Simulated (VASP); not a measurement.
LiF (Griceite):

```
CELL_PARAMETERS angstrom
0.00000 2.01400 2.01400
2.01400 0.00000 2.01400
2.01400 2.01400 0.00000
ATOMIC_POSITIONS crystal
F 0.50000 0.50000 0.50000
Li 0.00000 0.00000 0.00000
```

Program: VASP 6.6.1. Alike in all runs: task band structure; potentials or basis VASP PAW PBE potentials, release 64 (F, Li_sv); no spin polarisation; cell as given; k mesh 12 × 12 × 12; cutoff (eV) 520; smearing gaussian 0.02 eV.

Problem. Order these runs on this cell by their band gap on the k mesh, lowest first.
A. level r2SCAN
B. level TB-mBJ
C. level PBEsol

Solution. C (8.92 eV), A (10.27 eV), B (12.55 eV).

